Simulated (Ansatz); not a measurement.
# Lattice dynamics of BaTiO3 (model cell, started as cubic perovskite with Ti in the octahedra), part 3 of 3

How does BaTiO3 (model cell, started as cubic perovskite with Ti in the octahedra) vibrate, and is this structure a minimum?

Ansatz 0.2.0; DFT PBEsol, scalar-relativistic, plane waves, PAW; PAW set soft_1.

So far. Step 3 (Tight relaxation): The forces vanish by symmetry and the pressure is 0.004 GPa, within the tolerances set. The cell now holds 12.52 Å³/atom. Step 4 (Linear response at the zone centre): Before it was imposed, the acoustic sum rule was missed by 1.2e-4 eV/Å² and the charge sum rule by 0.0025 e. Small misses are needed for a sound result but don't prove that mesh and cutoff are converged. The relaxed cell has a = 3.970 Å (conventional setting).

## 5. The dispersion

Stability and thermal properties need the whole zone. Linear response on a 4×4×4 q mesh gives force constants as far as a supercell of that size would, and the tensors from the zone-centre run are typed in so that the long-range dipole term is interpolated apart.

Contents of input.yaml:

```yaml
crystal:
  lattice:
    - [3.9701498195, 0.0, 0.0]
    - [0.0, 3.9701498195, 0.0]
    - [0.0, 0.0, 3.9701498195]
  atoms:
    - { symbol: Ba, position: [0.0, 0.0, 0.0] }
    - { symbol: Ti, position: [0.5, 0.5, 0.5] }
    - { symbol: O, position: [0.5, 0.5, 0.0] }
    - { symbol: O, position: [0.5, 0.0, 0.5] }
    - { symbol: O, position: [0.0, 0.5, 0.5] }
kpoints:
  mp_grid: { grid: [8, 8, 8] }
hamiltonian:
  xc: pbesol
  pseudopotentials: { kind: paw, azcp: { folder: soft_1 }, xc_functional: pbe }
scf:
  occupations: { method: fixed }
output:
  eigenvalues: true
phonons:
  method: dfpt
  qmesh: [4, 4, 4]
  temperatures: { t_max: 1000, t_step: 50 }
  qpath:
    path:
      - [[0.0, 0.0, 0.0], [0.0, 0.5, 0.0], [0.5, 0.5, 0.0], [0.0, 0.0, 0.0], [0.5, 0.5, 0.5], [0.0, 0.5, 0.0]]
      - [[0.5, 0.5, 0.5], [0.5, 0.5, 0.0]]
    npoints: 10
  non_analytic_term:
    high_frequency_dielectric_tensor: [[6.7286, 0.0, 0.0], [0.0, 6.7286, 0.0], [0.0, 0.0, 6.7286]]
    born_effective_charges:
      - { species: Ba, tensor: [[2.7775, 0.0, 0.0], [0.0, 2.7775, 0.0], [0.0, 0.0, 2.7775]] }
      - { species: Ti, tensor: [[7.3419, 0.0, 0.0], [0.0, 7.3419, 0.0], [0.0, 0.0, 7.3419]] }
      - { species: O, tensor: [[-2.157, 0.0, 0.0], [0.0, -2.157, 0.0], [0.0, 0.0, -5.8054]] }
      - { species: O, tensor: [[-2.157, 0.0, 0.0], [0.0, -5.8054, 0.0], [0.0, 0.0, -2.157]] }
      - { species: O, tensor: [[-5.8054, 0.0, 0.0], [0.0, -2.157, 0.0], [0.0, 0.0, -2.157]] }
    source: "zone-centre run at this cell"
```

The run is started by

```bash
$ ansatz run input.yaml --threads 4 --pin off --max-ram 16384MiB --backend cpu --events-out ev --progress --plain --runs-dir out
```

Numbers of over 12 decimals in the logs are rounded to 6 here.

The log of the run:

```text
[...]
Crystal: 5 atoms, lattice volume = 62.578 Å³
Basis set: ecut = 420 eV, 1237 PW (Γ), exchange–correlation on 54×54×54 points (8 copies of the dense FFT grid, shifted against one another)
Bands: 25, of which v1, the nominal top of the filled ones, is band 20 counted from 1 (19 counted from 0)
Symmetry: 48 space group operations
k-points: 35 of 512
[...]
SCF iter   1: F=—  HF=-10028.074330 eV  |F-HF|=—  |Δ(HF+E_count)|=         —  Δρ=5.64e-2  dr2=2.12e0  ethr=3.10e-3  ⟨swp⟩=4.6  Hψ=3362  notcnv=0  defer=80
[...]
SCF iter  11: F=-10027.622460 eV  HF=-10027.622460 eV  |F-HF|=0.00e0  |Δ(HF+E_count)|=  3.64e-12  Δρ=6.69e-8  dr2=2.64e-12  ethr=1.00e-12  ⟨swp⟩=10.7  Hψ=5077  notcnv=0
SCF 1 converged in 11 iterations: F = -10027.622460 eV  dr2 = 2.64e-12
[...]
NSCF: frozen V_eff on 35 k-points
[...]
DFPT response loops at q = (0, 0, 0) (fractional): preconditioner auto → none (the input reference at scf.mixing.eps_inf says where Resta's filter doesn't serve); β = 0.50; Broyden in place of MSR1
[...]
SCF converged after 11 iterations
Free energy (F): -10027.622460 eV
[...]
Internal energy: -10027.622460 eV  (E = F + TS)
E sigma→0 (E₀):  -10027.622460 eV
Fermi energy:    10.471432 eV
[...]
--- Band table (eV; the first three rows and the last of 35) ---
  k-point 0: bands = [... 16 lower, 9.3053, 10.4000, 10.4000, 10.4000, 12.2916, 12.2916, 12.2916, 14.6519, ... 1 higher]
  k-point 1: bands = [... 16 lower, 9.1666, 9.9915, 10.2784, 10.2784, 12.3116, 12.6274, 12.6274, 14.6536, ... 1 higher]
  k-point 2: bands = [... 16 lower, 8.8657, 9.2606, 10.0533, 10.0533, 12.3609, 13.3059, 13.3059, 14.6564, ... 1 higher]
  k-point 34: bands = [... 16 lower, 8.1407, 10.4714, 10.4714, 10.4714, 14.8521, 14.8521, 14.8521, 17.3389, ... 1 higher]
--- Phonons (Γ-DFPT): 4 representative perturbations + reference (Σ response iterations 12) ---
  ASR residual: 1.170e-4 → 0.000e0 eV/Å²; symmetrization residual: 4.756e-6 eV/Å²
  ASR residual per site (eV/Å²): 1.70e-5 9.22e-5 1.17e-4 1.17e-4 1.17e-4
[...]
--- Phonons (arbitrary-q DFPT): 10 irreducible q on the 4×4×4 mesh ---
  q = [0.0000, 0.0000, 0.0000] (star 1, of the zone-centre solve; hermiticity 1.54e-6, symmetrization 4.66e-13): -187.83 -187.83 -187.83 -0.00 -0.00 -0.00 172.22 172.22 172.22 280.11 280.11 280.11 466.98 466.98 466.98
  q = [0.0000, 0.0000, 0.2500] (star 6, 9 solved perturbations in 1560 linear systems a pass and spin channel, the states on 200 of 512 k-point pairs; hermiticity 1.71e-7, symmetrization 4.98e-14): -164.86 -164.86 83.58 83.58 116.94 181.23 181.23 227.57 303.64 303.65 303.65 453.41 453.41 482.96 664.63
[...]
q = [0.0000, 0.2500, -0.5000] (star 12, 15 solved perturbations on 200 of 512 k-point pairs; hermiticity 3.58e-7, symmetrization 3.56e-14): -132.14 106.93 107.37 109.27 237.25 249.71 255.77 288.66 308.58 339.38 394.42 412.94 438.82 499.44 693.02
[...]
sum rule: each row above includes the acoustic sum rule's correction from the zone centre's row sums; it moved no ω² by more than (1.41 cm⁻¹)²
  mesh force constants: q→R imaginary residual 2.40e-18; ASR residual 1.170e-4 → 0.000e0 eV/Å²; symmetrization residual 7.105e-15 eV/Å²
  interpolated dispersion: 63 rows × 15 modes
  density of states and harmonic sums: on the 16×16×16 q-mesh, interpolated from the force constants of a 4×4×4 supercell (with the dipole–dipole term of supplied tensors)
  largest difference from the sums on the solved wave vectors: F 5.51e-2 eV, S 7.07e-5 and C_V 2.07e-5 eV/K
  zero-point energy: 0.273456 eV/cell   skipped modes (ω ≤ 0): 121, of them read as no rigid motion or as one in doubt: 118 (6.157e-1 modes/cell left out, lowest -187.83 cm⁻¹)   left out of the sums: 4.11e-2 of the cell's modes: C_V's classical limit lies that fraction below 3 k_B per atom; for a crystal, a wire or a layer, F and S can be off by more, and a phonons.interpolated_qmesh denser along its periods is the remedy for the sampling
```

Run time: 12 min. Hardware: 4 threads of Arm Neoverse V1, shared host; peak memory 2.2 GiB.

This step gave:

```
sum-rule residual before enforcement                    : 1.17e-4 eV/Å²
lowest frequency on the path                            : -187.8 cm⁻¹
highest frequency on the path or at a solved wavevector : 749.4 cm⁻¹
lowest mode on the q mesh (acoustic modes at Γ apart)   : -187.8 cm⁻¹
```

Frequencies (cm⁻¹) solved at each irreducible wavevector; negative means imaginary. Frequencies by wavevector, by row:

```tsv
q in reciprocal lattice units	star	mode 1	mode 2	mode 3	mode 4	mode 13	mode 14	mode 15
0 0 0	1	-187.8	-187.8	-187.8	0	467	467	467
0 0 0.25	6	-164.9	-164.9	83.6	83.6	453.4	483	664.6
0 0 -0.5	3	-150	-150	107.8	107.8	434.2	520.9	657.6
0 0.25 0.25	12	-144.3	83.3	102.2	121.3	457.1	481.5	688
0 0.25 -0.5	12	-132.1	106.9	107.4	109.3	438.8	499.4	693
0 -0.5 -0.5	3	-123	106.9	107.8	107.8	440.2	463.5	714.2
0.25 0.25 0.25	8	102.4	102.4	109.6	210.6	442.4	472	710.9
0.25 0.25 -0.5	12	106.6	109.7	120.3	219.2	427.6	478.1	719.6
0.25 -0.5 -0.5	6	119.9	120	120	190.6	430.4	443	735.5
-0.5 -0.5 -0.5	1	131.5	131.5	131.5	177.8	420.3	420.3	749.4
```

Interpolated from a 4×4×4 q mesh, with the LO-TO term (at Γ the limit along the path; where Γ stands inside the path, tables give the limit on arrival). Phonon branches along the path, in cm⁻¹:

```tsv
point	branch 1	branch 2	branch 3	branch 4	branch 12	branch 13	branch 14	branch 15
Γ	-188	-188	0	0	450	467	467	660
halfway	-165	-165	84	84	453	453	483	665
X	-150	-150	108	108	434	434	521	658
halfway	-132	107	107	109	413	439	499	693
M	-123	107	108	108	440	440	464	714
halfway	-144	83	102	121	438	457	482	688
Γ	-188	-188	0	0	450	467	467	660
halfway	102	102	110	211	442	442	472	711
R	132	132	132	178	420	420	420	749
halfway	107	110	120	219	417	428	478	720
X	-150	-150	108	108	434	434	521	658
jump to R	132	132	132	178	420	420	420	749
halfway	120	120	120	191	430	430	443	736
M	-123	107	108	108	440	440	464	714
```

The phonon density of states has structure finer than the step of the table below, so its rows give means over 50 cm⁻¹, whole bins alone (the curve runs from -185 to 755 cm⁻¹). Peaks (cm⁻¹: height): 105.0: 0.110, 215.0: 0.0570, 345.0: 0.0349, 435.0: 0.0587, 715.0: 0.0162.

Tetrahedra on a 16×16×16 mesh, mean over bins of 10 cm-1. Interpolated from a 4×4×4 q mesh. Phonon density of states against wavenumber; means over each step:

```tsv
wavenumber (cm⁻¹)	phonon density of states (1/cm⁻¹/cell)
-150	0.00530
-100	0.00450
-50	0.00207
0	0.00205
50	0.00556
100	0.0506
150	0.00947
200	0.0344
250	0.0349
300	0.0238
350	0.0306
400	0.0271
450	0.0370
500	0.0124
550	2.0e-6
600	9.0e-6
650	0.00397
700	0.0126
```

The partial phonon density of states has structure finer than the step of the table below, so its rows give means over 25 cm⁻¹, whole bins alone (the curve runs from -198 to 781 cm⁻¹). Peaks (cm⁻¹: height): Ba 110.1: 0.0868; O 221.0: 0.0394, 270.2: 0.026, 344.1: 0.0270, 436.5: 0.0425, 713.7: 0.0139; Ti -105.4: 0.00722, 73.2: 0.00603, 196.3: 0.00943, 257.9: 0.0105, 356.5: 0.00604, 436.5: 0.0087, 479.6: 0.0064.

Phonopy on the run's constants, 15x15x15 mesh, Gaussian sigma 7.0 cm-1. Interpolated from a 4×4×4 q mesh. Partial phonon density of states against wavenumber; means over each step; values in 1/cm⁻¹/cell:

```tsv
wavenumber (cm⁻¹)	Ba	O	Ti
-175	6.4e-6	8.6e-4	0.00113
-150	3.0e-5	0.00183	0.00392
-125	1.3e-4	0.00201	0.00607
-100	2.0e-4	0.00138	0.00576
-75	4.7e-5	2.0e-4	5.9e-4
-50	3.7e-5	7.8e-5	1.6e-4
-25	3.4e-5	4.9e-5	1.3e-4
0	5.5e-5	3.4e-5	8.1e-5
25	6.1e-4	1.9e-4	5.2e-4
50	0.00238	7.0e-4	0.00179
75	0.00950	0.00155	0.00488
100	0.0536	0.00208	0.00373
125	0.0399	0.00148	0.00275
150	0.00316	8.7e-4	6.3e-4
175	0.00246	0.00597	0.00386
200	0.00241	0.0251	0.00815
225	0.00172	0.0337	0.00868
250	0.00117	0.0222	0.00952
275	7.1e-4	0.0241	0.00800
300	3.1e-4	0.0156	0.00477
325	2.9e-4	0.0212	0.00525
350	2.0e-4	0.0258	0.00527
375	1.5e-4	0.0233	0.00515
400	7.9e-5	0.0202	0.00495
425	1.7e-4	0.0326	0.00670
450	1.4e-4	0.0330	0.00497
475	1.4e-4	0.0179	0.00529
500	6.5e-5	0.00746	0.00416
525	3.7e-6	9.3e-4	7.5e-4
550	0	2.2e-6	2.2e-6
575	0	0	0
600	0	0	0
625	0	3.1e-6	7.8e-7
650	3.4e-5	0.00242	3.2e-4
675	9.3e-5	0.00992	9.4e-4
700	5.2e-5	0.0119	6.5e-4
725	1.5e-5	0.0103	3.5e-4
750	1.6e-7	0.00286	6.1e-5
```

Symmetry leaves 10 wavevectors to solve. The lowest mode among them, the acoustic zeros apart, lies at Γ and is imaginary, 187.8i cm⁻¹, so the energy falls along it.

## 6. Outcome

| Quantity | Value |
| --- | --- |
| space group after relaxation (within 0.01 Å) | Pm-3m |
| volume per atom | 12.5 Å³ |
| gap on the k-mesh | 1.82 eV |
| highest optical mode at the zone centre (no LO-TO term) | 467 cm⁻¹ |
| top of the zone-centre spectrum with the field | 659 cm⁻¹ |
| lowest optical zone-centre mode | -188 cm⁻¹ |
| mean high-frequency dielectric constant | 6.73 |
| largest Born charge (third of the trace) | 7.34 e |
| lowest mode on the q mesh (acoustic modes at Γ apart) | -188 cm⁻¹ |
| highest frequency on the path or at a solved wavevector | 749 cm⁻¹ |
| imaginary modes on the 4×4×4 q mesh | yes |

In words: Modes are clearly imaginary (beyond 10i cm⁻¹) at 6 of the 10 irreducible wavevectors, most at Γ (187.8i cm⁻¹), so this structure is not a minimum of the energy. Without the field, the optical modes at Γ span -188 to 467 cm⁻¹ (negative means imaginary). The highest mode in this list at Γ, 467.0 cm⁻¹, is mostly motion of O (97 % of the kinetic energy). With the macroscopic field of the longitudinal modes the top of the zone-centre spectrum lies at 659 cm⁻¹, against 467 cm⁻¹ without it. Among the real modes, the strongest infrared line is at 467 cm⁻¹. Spin-orbit coupling is left out, which can matter for the heavy elements here. The PAW files were made for PBE and serve the other functionals too. The starting cell was built on a prototype and not taken from a measurement, so the phase need not exist. These are harmonic frequencies at zero temperature: anharmonic shifts, linewidths and thermal expansion are left out.

[Logs are printed without paths, hosts, clocks, repeated set-up lines and the standing remarks that a program may print on its own settings, such as how far it seeks lower states.]

[Hosts, paths, dates, database ids (printed as entryN), source tags and the programs' standing remarks are cut or masked in the printed files.]
